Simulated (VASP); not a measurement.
# Nb (Pm-3m) in VASP: notebook

One crystal, Nb, is run at these levels: RPBE; tasks: relaxation of cell and atoms, single point.

All numbers are computed with VASP 6.6.1; they aren't measurements. Logs are shortened: lines on timing, memory, paths and dates and some standing lists are left out, and cuts for length are marked.

## 1. Starting point

Symmetry: Pm-3m, No. 221, cubic system. Conventional cell: a = 2.688 Å, b = 2.688 Å, c = 2.688 Å, α = 90.00°, β = 90.00°, γ = 90.00°. Nb (site symmetry m-3m) is surrounded by 6 Nb at 2.69 Å.

The cell was built by a generator and needn't be a form met in nature.

## 2. Relaxation of cell and atoms, RPBE

INCAR

```
PREC = Accurate
ENCUT = 600
EDIFF = 1E-7
ISMEAR = -1
SIGMA = 0.1
LREAL = F
LASPH = T
NELM = 60
ALGO = Fast
ISIF = 3
LWAVE = F
LCHARG = F
GGA = RP
IBRION = 2
NSW = 80
EDIFFG = -0.01
```

KPOINTS

```
regular mesh
0
Gamma
  12 12 12
```

POSCAR

```
Nb
1.0
    2.6875991705      0.0000000000      0.0000000000
    0.0000000000      2.6875991705      0.0000000000
    0.0000000000      0.0000000000      2.6875991705
Nb
1
Direct
    0.0000000000      0.0000000000      0.0000000000
```

Potentials or basis: VASP PAW PBE potentials, release 64 (Nb_sv).

The run is started by

```sh
> cat potpaw_PBE.64/Nb_sv/POTCAR > POTCAR
> mpirun -np 1 vasp_std > vasp.out
```

OUTCAR:

```text
PREC = Accurate
   ENCUT = 600
   EDIFF = 1E-7
   ISMEAR = -1
   LREAL = F
   LASPH = T
   NELM = 60
   ISIF = 3
   GGA = RP
   IBRION = 2
   NSW = 80
   EDIFFG = -0.01

 ion  position               nearest neighbor table
   1  0.000  0.000  0.000-

  LATTYP: Found a simple cubic cell.
 ALAT       =     2.6875991705

  Lattice vectors:

 A1 = (   2.6875991705,   0.0000000000,   0.0000000000)
 A2 = (   0.0000000000,   2.6875991705,   0.0000000000)
 A3 = (   0.0000000000,   0.0000000000,   2.6875991705)

Analysis of symmetry for initial positions (statically):
=====================================================================
 Subroutine PRICEL returns:
 Original cell was already a primitive cell.

 Routine SETGRP: Setting up the symmetry group for a
 simple cubic supercell.

 Subroutine GETGRP returns: Found 48 space group operations
 (whereof 48 operations were pure point group operations)
 out of a pool of 48 trial point group operations.

The static configuration has the point symmetry O_h .

Analysis of symmetry for dynamics (positions and initial velocities):
=====================================================================
 Subroutine PRICEL returns:
 Original cell was already a primitive cell.

 Routine SETGRP: Setting up the symmetry group for a
 simple cubic supercell.

 Subroutine GETGRP returns: Found 48 space group operations
 (whereof 48 operations were pure point group operations)
 out of a pool of 48 trial point group operations.

The dynamic configuration has the point symmetry O_h .

 Subroutine INISYM returns: Found 48 space group operations
 (whereof 48 operations are pure point group operations),
 and found     1 'primitive' translations

----------------------------------------------------------------------------------------

                                     Primitive cell

  volume of cell :      19.4130

  direct lattice vectors                    reciprocal lattice vectors
     2.687599170  0.000000000  0.000000000     0.372079293  0.000000000  0.000000000
     0.000000000  2.687599170  0.000000000     0.000000000  0.372079293  0.000000000
     0.000000000  0.000000000  2.687599170     0.000000000  0.000000000  0.372079293

  length of vectors
     2.687599170  2.687599170  2.687599170     0.372079293  0.372079293  0.372079293

  position of ions in fractional coordinates (direct lattice)
     0.000000000  0.000000000  0.000000000

  ion indices of the primitive-cell ions
   primitive index   ion index
                 1           1

----------------------------------------------------------------------------------------

 KPOINTS: regular mesh

Automatic generation of k-mesh.
[... 60 lines left out ...]
   ISPIN  =      1    spin polarized calculation?
   LNONCOLLINEAR =      F non collinear calculations
   LSORBIT =      F    spin-orbit coupling
   LASPH  =      T    aspherical Exc in radial PAW
   ENCUT  =  600.0 eV  44.10 Ry    6.64 a.u.   5.37  5.37  5.37*2*pi/ulx,y,z
   NELM   =     60;   NELMIN=  2; NELMDL= -5     # of ELM steps
   EDIFF  = 0.1E-06   stopping-criterion for ELM
   LREAL  =      F    real-space projection
   EDIFFG = -.1E-01   stopping-criterion for IOM
   NSW    =     80    number of steps for IOM
   IBRION =      2    ionic relax: 0-MD 1-quasi-New 2-CG
   NFREE  =      1    steps in history (QN), initial steepest desc. (CG)
   ISIF   =      3    stress and relaxation
   ISYM   =      2    0-nonsym 1-usesym 2-fastsym
   POTIM  = 0.5000    time-step for ionic-motion
   TEBEG  =    0.0;   TEEND  =   0.0 temperature during run
   PSTRESS=    0.0 pullay stress
   NELECT =      13.0000    total number of electrons
   NUPDOWN=      -1.0000    fix difference up-down
   EMIN   =  10.00;   EMAX   =-10.00  energy-range for DOS
   EFERMI =   0.00;   METHOD = LEGACY
   ISMEAR =    -1;   SIGMA  =   0.10  broadening in eV -4-tet -1-fermi 0-gaus
   EFERMI_NEDOS =   21; number of points for ismear=-14 and -15
   IALGO  =     68    algorithm
   IMIX   =      4    mixing-type and parameters
     AMIX     =   0.40;   BMIX     =  1.00
     AMIX_MAG =   1.60;   BMIX_MAG =  1.00
  volume/ion in A,a.u.               =      19.41       131.01
  Fermi-wavevector in a.u.,A,eV,Ry     =   1.432270  2.706597 27.910941  2.051396
  Thomas-Fermi vector in A             =   2.551915
   LORBIT       =      0    0 simple, 1 ext, 2 COOP (PROOUT), +10 PAW based schemes
   GGA     = RP    functional components
   LHFCALC =     F    Hartree Fock is set to
   AEXX    =    0.0000 exact exchange contribution
   IVDW    =     0    specifies the selected vdW correction
   LEPSILON=     F    determine dielectric tensor
   LRPA    =     F    only Hartree local field effects (RPA)
 conjugate gradient relaxation of ions
 non-spin polarized calculation
 RMM-DIIS sequential band-by-band and
  energy-cutoff  :      600.00
  volume of cell :       19.41
 maximum number of plane-waves:       672
 NGX is ok and might be reduce to    24
   NGX = 11   NGY = 11   NGZ = 11

--------------------------------------- Ionic step        1  -------------------------------------------

 number of electron      13.0000001 magnetization

 Free energy of the ion-electron system (eV)
  ---------------------------------------------------
  ext. energy  EPLUGINS =         0.00000000
  ---------------------------------------------------
  free energy    TOTEN  =        -8.73413261 eV

  energy without entropy =       -8.70356644  energy(sigma->0) =       -8.71884952

 E-fermi :  10.3408     XC(G=0): -11.9330

 val. band max:       10.2846204910   @ k =   0.4167   0.4167   0.1667
 cond. band min:      10.3494816335   @ k =   0.3333   0.0000   0.0000
 fundamental gap:      0.0648611425
 Fermi energy:        10.3408046109

 k-point     1 :       0.0000    0.0000    0.0000
  band No.  band energies     occupation
      1     -44.3460      2.00000
      2     -19.5597      2.00000
      3     -19.5597      2.00000
      4     -19.5597      2.00000
      5       4.6742      2.00000
      6       7.4200      2.00000
      7       7.4200      2.00000
      8      15.6395      0.00000
      9      15.6395      0.00000
     10      15.6396      0.00000
[... 403 lines left out ...]
--------------------------------------- Ionic step        4  -------------------------------------------

 number of electron      12.9999998 magnetization

 Free energy of the ion-electron system (eV)
  ---------------------------------------------------
  ext. energy  EPLUGINS =         0.00000000
  ---------------------------------------------------
  free energy    TOTEN  =        -8.75800235 eV

  energy without entropy =       -8.72620593  energy(sigma->0) =       -8.74210414

 E-fermi :   9.6460     XC(G=0): -11.6641

 val. band max:        9.5911436300   @ k =   0.3333   0.0000   0.0000
 cond. band min:       9.7275773634   @ k =   0.2500   0.2500   0.2500
 fundamental gap:      0.1364337335
 Fermi energy:         9.6460049326

 k-point     1 :       0.0000    0.0000    0.0000
  band No.  band energies     occupation
      1     -45.0677      2.00000
      2     -20.3962      2.00000
      3     -20.3962      2.00000
      4     -20.3962      2.00000
      5       4.0997      2.00000
      6       6.9309      2.00000
      7       6.9309      2.00000
      8      14.6156      0.00000
      9      14.6156      0.00000
     10      14.6156      0.00000
[... 327 lines left out ...]
  FREE ENERGIE OF THE ION-ELECTRON SYSTEM (eV)
  ---------------------------------------------------
  free  energy   TOTEN  =        -8.7580023490 eV

  energy  without entropy=       -8.7262059269  energy(sigma->0) =       -8.74210414

 reached required accuracy - stopping structural energy minimisation
```

CONTCAR:

```text
Nb
   1.00000000000000
     2.7359412266870851   -0.0000000000000000    0.0000000000000000
     0.0000000000000000    2.7359412266870851    0.0000000000000000
     0.0000000000000000   -0.0000000000000000    2.7359412266870851
  Nb
     1
Direct
     0.0000000000000000    0.0000000000000000    0.0000000000000000

  0.00000000E+00  0.00000000E+00  0.00000000E+00
```

It took 4.1 min on 1 thread of Intel Xeon Platinum 8175M at 2.50GHz (Skylake/Cascade Lake), shared host; peak memory 0.16 GiB.

Results:

- Free energy: -8.7580 eV
- Relaxed volume: 20.48 Å³/atom
- Relaxed cell: a = 2.736 Å, b = 2.736 Å, c = 2.736 Å, α = 90.00°, β = 90.00°, γ = 90.00°
- Space group after relaxing (to 0.05 Å): Pm-3m (No. 221)
- Energy gained by relaxing: 23.9 meV/atom
- Ionic steps: 4
- Pressure after relaxing: 0.0 GPa
- Band gap on the k mesh: none (metal or under the smearing width)

The path:
| step | energy change (eV) | largest force (eV/Å) | pressure (GPa) | volume (Å³) |
| --- | --- | --- | --- | --- |
| 1 | 0.0000 | 0.0000 | 7.48 | 19.41 |
| 2 | 0.0190 | 0.0000 | -8.11 | 22.07 |
| 3 | -0.0239 | 0.0000 | -0.12 | 20.50 |
| 4 | -0.0239 | 0.0000 | 0.00 | 20.48 |

Final structure:
```xyz
1
Lattice="2.7359 0.0000 0.0000 0.0000 2.7359 0.0000 0.0000 0.0000 2.7359" Properties=species:S:1:pos:R:3 pbc="T T T"
Nb    0.0000    0.0000    0.0000
```

Levels at points of the mesh, in eV from the Fermi level:
```csv
k point,band 5,band 6,band 7,band 8,band 9,band 10
"(0.00, 0.00, 0.00)",-5.55,-2.72,-2.72,4.97,4.97,4.97
"(0.50, 0.00, 0.00)",-2.50,-1.85,0.48,1.85,1.85,5.29
"(0.50, 0.50, 0.00)",-3.92,-1.03,2.50,2.50,5.65,5.65
"(0.50, 0.50, 0.50)",-2.38,-2.38,-2.38,7.26,7.26,7.38
```

Caveat: the PAW data sets were made with another functional, which shifts forces and pressure a little.

## 3. Single point, RPBE

This run uses another cell than the first one, of 22.98 Å³/atom, 1.184 times its volume.

INCAR

```
SYSTEM = Nb
PREC     = Accurate       ! precision mode
ENCUT    = 520            ! plane-wave cutoff, eV
EDIFF    = 1E-6           ! SCF threshold, eV
ISMEAR   = -1             ! smearing method
SIGMA    = 0.1            ! smearing width, eV
LREAL    = .False.        ! projectors in reciprocal space
LASPH    = .True.         ! aspherical terms in the spheres
NELM     = 60             ! most SCF steps
ALGO     = Normal         ! electronic algorithm
ISIF     = 2              ! what is computed and relaxed
LWAVE    = .False.        ! write WAVECAR
LCHARG   = .False.        ! write CHGCAR
GGA      = RP             ! functional
NBANDS   = 12             ! bands
```

KPOINTS

```
Automatic mesh
0
Gamma
  13 13 13
  0 0 0
```

POSCAR

```
Nb
1.0
    2.8429233526      0.0000000000      0.0000000000
    0.0000000000      2.8429233526      0.0000000000
    0.0000000000      0.0000000000      2.8429233526
Nb
1
Direct
    0.0000000000      0.0000000000      0.0000000000
```

Potentials or basis: VASP PAW PBE potentials, release 64 (Nb_sv).

The run is started by

```sh
> cat potpaw_PBE.64/Nb_sv/POTCAR > POTCAR
> mpirun -np 1 vasp_std > vasp.out
```

It took 37 s on 1 thread of Intel Xeon Platinum 8175M at 2.50GHz (Skylake/Cascade Lake), shared host; peak memory 0.15 GiB.

The run converged. Its results:

```yaml
Free_energy: -8.6501 eV
Pressure: -11.6 GPa
Band_gap_on_the_k_mesh: none (metal or under the smearing width)
```

Levels at points of the mesh, in eV from the Fermi level:
| k point | band 5 | band 6 | band 7 | band 8 | band 9 | band 10 |
| --- | --- | --- | --- | --- | --- | --- |
| (0.00, 0.00, 0.00) | -5.27 | -2.33 | -2.33 | 4.30 | 4.30 | 4.30 |

Caveat: the PAW data sets were made with another functional, which shifts forces and pressure a little.
